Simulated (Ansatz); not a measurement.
A trial cell of P, before relaxation:

```
P
1.0
     3.51656    0.00000    0.00000
     0.00000    3.51656    0.00000
     0.00000    0.00000    6.15497
P
4
Cartesian
  1.7583 0.0000 3.0775
  0.0000 1.7583 0.0000
  0.0000 0.0000 4.6162
  0.0000 0.0000 1.5387
```

Theory: Ansatz, DFT PBE, scalar-relativistic, plane waves, PAW. Cutoff 420 eV, Gaussian smearing, Γ-centred meshes. Cell and atoms relax on a converged mesh. In metals the finer mesh still leaves noise of several meV/atom or more. The steps can't lower the symmetry of their start. No spin polarisation.

A guess keeps its type if space group and coordination stay and the shape of the cell changes little (axis ratios within about 15 %, angles within 6°); the volume may change.

Question: Does this structure survive the relaxation?

Answer: It keeps its type. The symmetry stays P4_2/mmc (No. 131). The volume per atom shrinks by 6.7 %, from 19.0 to 17.7 Å³. The shortest distance goes from 2.34 Å (P–P) to 2.31 Å (P–P). The ratio c/a of the conventional cell changes by a factor of 1.10. Counting neighbours within 15 % of an atom's shortest distance, the start has P 4 and the end P 4.

The last run used a 14×14×8 mesh (in the run's order of axes) for its 4-atom cell and Gaussian smearing of 0.10 eV. Symmetry constrained the relaxation, so the result can be a saddle point. Another cell of P relaxed alike, in Pm-3m, lies 290 meV/atom lower, so this cell isn't the stable form at this level.
